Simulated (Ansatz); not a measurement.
A run of Ansatz 0.2.0:

Contents of input.yaml:

```yaml
crystal:
  lattice:
    - [2.34465, -1.7134, 0.0]
    - [2.34465, 1.7134, 0.0]
    - [-0.8605543552, 0.0, 5.0594363927]
  atoms:
    - { symbol: Cu, position: [0.505702, -0.009996, 0.495236] }
    - { symbol: Cu, position: [0.011543, 0.501015, -0.002723] }
    - { symbol: O, position: [0.400118, 0.577525, 0.760988] }
    - { symbol: O, position: [0.576347, 0.414077, 0.25814] }
kpoints:
  mp_grid: { grid: [10, 10, 5] }
scf:
  occupations: { method: fermi_dirac, width: 0.05 }
hamiltonian:
  xc: pbe
  pseudopotentials: { kind: all_electron, lapw: { basis_error: 0.001 } }
output:
  forces: true
  stress: true
  eigenvalues: true
  populations: true
```

Potentials or basis: all-electron LAPW, scalar-relativistic.

Run with:

```sh
$ ansatz run input.yaml --threads 2 --pin off --max-ram 6144MiB --backend cpu --events-out ev --progress --plain --runs-dir out
```

Hardware: 2 threads of Arm Neoverse V1, on a shared host.

Question: How long does it take, and how much memory?

Answer: Run time: 4.9 min on 2 threads of Arm Neoverse V1, on a shared host, peak memory 1.3 GiB. Counts: scf iterations 15, plane waves 1023, k points 252, bands 33.
